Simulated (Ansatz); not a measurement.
Crystal: SnO.

```xyz
4
Lattice="3.3550 0.0000 0.0000 0.0000 5.6741 0.0000 0.0000 0.0000 4.2220" Properties=species:S:1:pos:R:3 pbc="T T T"
Sn    1.6775    4.3582    0.0555
Sn    0.0000    1.3159    2.1665
O     1.6775    0.6171    1.0000
O     0.0000    5.0570    3.1110
```

The cell comes from a database or a generator and needn't be the stable form of this composition.

Base run:

- Program: Ansatz 0.2.0
- Functional: LDA
- Potentials or basis: Ansatz PAW
- Cutoff: 420 eV
- Density cutoff: 1680 eV
- k mesh: 8 × 5 × 6
- Occupations: fermi-dirac, width 0.05 eV
- Spin: no spin polarisation

Its results: band gap on the k mesh 1.47 eV, indirect (least direct gap 2.07 eV); pressure -5.5 GPa; largest force 0.743 eV/Å.

Task: After a change of settings the same cell gave: band gap on the k mesh 1.59 eV, indirect (least direct gap 2.19 eV); pressure -5.4 GPa; largest force 0.746 eV/Å. Which change was it?
A. functional from LDA to r2SCAN; cutoff from 420 eV to 500 eV; density cutoff from 1680 eV to 2000 eV; k mesh from 8 × 5 × 6 to 5 × 3 × 4
B. functional from LDA to PBEsol
C. functional from LDA to PBEsol; k mesh from 8 × 5 × 6 to 5 × 3 × 4
D. k mesh from 8 × 5 × 6 to 5 × 3 × 4

Result: D.

Caveats: spin-orbit coupling is left out, which moves the levels of the heavy elements; the PAW data sets come from PBE, with cores solved anew for the run's functional, which leaves a small shift of forces and pressure; the k mesh misses the band edges, so the gap on the mesh is wider than the one along the path (some runs); odd divisions of the mesh miss points on the zone boundary, where band edges often lie, so the gap on the mesh can be too wide (some runs); the density of states is complete only up to the lowest level of the last band computed (some runs).

Not every run made on this cell is shown here.
